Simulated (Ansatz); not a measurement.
**Zr2N: a tetragonal deformation path**

Aim: for Zr2N, look for other minima along a tetragonal path.

Computed with Ansatz 0.2.0 (DFT PBEsol, scalar-relativistic, plane waves, PAW, unless a step's input says otherwise).

1 further run of the same task is left out (set aside as unsound or not needed). Runs told in other sessions of the task aren't counted.

## (1) Starting point

Symmetry: P4_2/mnm, No. 136, tetragonal system. The conventional cell has a = 5.370 Å, b = 5.370 Å, c = 3.273 Å, α = 90.00°, β = 90.00°, γ = 90.00°. Around Zr (site symmetry m2m) lie 3 N at 2.25 Å. N (site symmetry mmm) is surrounded by 6 Zr at 2.25 Å.

As a file:

```
Zr N
1.0
     5.37005    0.00000    0.00000
     0.00000    5.37005    0.00000
     0.00000    0.00000    3.27262
Zr N
4 2
Cartesian
  1.5909 1.5909 0.0000
  3.7792 3.7792 0.0000
  4.2759 1.0941 1.6363
  1.0941 4.2759 1.6363
  0.0000 0.0000 0.0000
  2.6850 2.6850 1.6363
```

It goes back to an entry of the Materials Project, which need not be the stable form.

This cell was relaxed beforehand with the same method: volume 15.73 Å³/atom, gap on the mesh none (metal).

## (2) Zero of the scan

input.yaml reads:

```yaml
crystal:
  lattice:
    - [5.3700487691, 0.0, 0.0]
    - [0.0, 5.3700487691, 0.0]
    - [0.0, 0.0, 3.2726229568]
  atoms:
    - { symbol: Zr, position: [0.2962523428, 0.2962523428, 0.0] }
    - { symbol: Zr, position: [0.7037476572, 0.7037476572, 0.0] }
    - { symbol: Zr, position: [0.7962523428, 0.2037476572, 0.5] }
    - { symbol: Zr, position: [0.2037476572, 0.7962523428, 0.5] }
    - { symbol: "N", position: [0.0, 0.0, 0.0] }
    - { symbol: "N", position: [0.5, 0.5, 0.5] }
basis:
  ecutwfc: 420
kpoints:
  mp_grid: { grid: [10, 10, 16] }
hamiltonian:
  xc: pbesol
scf:
  occupations: { method: gaussian, width: 0.15 }
output:
  forces: true
  stress: true
  eigenvalues: true
```

On the command line:

```sh
> ansatz run input.yaml --threads 1 --pin off --max-ram 2560MiB --backend cpu --events-out ev --progress --plain --runs-dir out
```

## (3) Next: a tetragonal deformation path

At fixed volume and fractional coordinates, lengths along (0.000, 0.000, 1.000) are scaled against those across it; ρ is that ratio over its starting value.

## (4) Point ρ = 0.850

input.yaml: that of step 2 with these lines changed.

```diff
@@ -2,5 +2,5 @@
   lattice:
-    - [5.3700487691, 0.0, 0.0]
-    - [0.0, 5.3700487691, 0.0]
-    - [0.0, 0.0, 3.2726229568]
+    - [5.6689843049, 0.0, 0.0]
+    - [0.0, 5.6689843049, 0.0]
+    - [0.0, 0.0, 2.9365805841]
   atoms:
```

## (5) ρ = 1.200

input.yaml: that of step 4 with these lines changed.

```diff
@@ -2,5 +2,5 @@
   lattice:
-    - [5.6689843049, 0.0, 0.0]
-    - [0.0, 5.6689843049, 0.0]
-    - [0.0, 0.0, 2.9365805841]
+    - [5.0534093686, 0.0, 0.0]
+    - [0.0, 5.0534093686, 0.0]
+    - [0.0, 0.0, 3.6955873336]
   atoms:
```

## (6) At ρ = 0.920

input.yaml: that of step 5 with these lines changed.

```diff
@@ -2,5 +2,5 @@
   lattice:
-    - [5.0534093686, 0.0, 0.0]
-    - [0.0, 5.0534093686, 0.0]
-    - [0.0, 0.0, 3.6955873336]
+    - [5.5213967345, 0.0, 0.0]
+    - [0.0, 5.5213967345, 0.0]
+    - [0.0, 0.0, 3.0956690423]
   atoms:
```

## (7) ρ = 1.100

input.yaml: that of step 6 with these lines changed.

```diff
@@ -2,5 +2,5 @@
   lattice:
-    - [5.5213967345, 0.0, 0.0]
-    - [0.0, 5.5213967345, 0.0]
-    - [0.0, 0.0, 3.0956690423]
+    - [5.2021236181, 0.0, 0.0]
+    - [0.0, 5.2021236181, 0.0]
+    - [0.0, 0.0, 3.4873143429]
   atoms:
```

## (8) At ρ = 0.960

input.yaml: that of step 7 with these lines changed.

```diff
@@ -2,5 +2,5 @@
   lattice:
-    - [5.2021236181, 0.0, 0.0]
-    - [0.0, 5.2021236181, 0.0]
-    - [0.0, 0.0, 3.4873143429]
+    - [5.4436202233, 0.0, 0.0]
+    - [0.0, 5.4436202233, 0.0]
+    - [0.0, 0.0, 3.1847606206]
   atoms:
```

## (9) ρ = 1.050

input.yaml: that of step 8 with these lines changed.

```diff
@@ -2,5 +2,5 @@
   lattice:
-    - [5.4436202233, 0.0, 0.0]
-    - [0.0, 5.4436202233, 0.0]
-    - [0.0, 0.0, 3.1847606206]
+    - [5.2834199307, 0.0, 0.0]
+    - [0.0, 5.2834199307, 0.0]
+    - [0.0, 0.0, 3.3808209579]
   atoms:
```

## (10) At ρ = 0.800

input.yaml: that of step 9 with these lines changed.

```diff
@@ -2,5 +2,5 @@
   lattice:
-    - [5.2834199307, 0.0, 0.0]
-    - [0.0, 5.2834199307, 0.0]
-    - [0.0, 0.0, 3.3808209579]
+    - [5.7847096777, 0.0, 0.0]
+    - [0.0, 5.7847096777, 0.0]
+    - [0.0, 0.0, 2.8202609702]
   atoms:
```

## (11) ρ = 1.300

input.yaml: that of step 10 with these lines changed.

```diff
@@ -2,5 +2,5 @@
   lattice:
-    - [5.7847096777, 0.0, 0.0]
-    - [0.0, 5.7847096777, 0.0]
-    - [0.0, 0.0, 2.8202609702]
+    - [4.9203626416, 0.0, 0.0]
+    - [0.0, 4.9203626416, 0.0]
+    - [0.0, 0.0, 3.898146955]
   atoms:
```

(Steps that only read results are left out.)

**Question.** What will these runs give? Wanted: highest point.

As calculated:

```
     quantity                        value
highest point  440.1 meV/atom at ρ = 0.800
```

In words: No sampled point lies below the undisturbed cell. No further minimum shows among the sampled points.
